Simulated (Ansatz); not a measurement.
A 2-atom cell of BP started from a crystallographic database, relaxed with r2SCAN: it is cubic, F-43m (No. 216); conventional cell a = 4.537 Å, 11.67 Å³ an atom. B has 4 P at 1.96 Å; P has 4 B at 1.96 Å. One-shot G0W0@PBE in the plane-wave code Ansatz on a 6×6×6 mesh (contour deformation, no spin-orbit coupling), from a PBE gap of 1.331 eV over the mesh points (the G0W0 gap is indirect on the mesh); the number N of bands summed and the screening cutoff rise together. Spin-unpolarised throughout; all numbers are computed.

```csv
N,cutoff (eV),1000/N,G0W0 gap (eV)
41,80,24.390,1.828
91,140,10.989,1.972
```

Problem. Lay a straight line in 1000/N through these rows.

Solution. The slope is -0.0107 eV per unit of 1000/N and the intercept 2.090 eV.

Problem. Predict the gap at N = 165 (210 eV).

Solution. 2.090 + (-0.0107) × 6.061 = 2.025 eV; the run gives 2.032 eV, +0.007 eV from the line.

Problem. With that run's result added, what limit do the last two rows suggest?

Solution. Their slope is (2.032 − 1.972)/(6.061 − 10.989) = -0.0122, which meets 1/N = 0 at 2.11 eV, against 2.090 eV from the first line. The slope steepens, so 1/N isn't yet asymptotic and the true limit probably lies higher still; the k mesh isn't extrapolated.
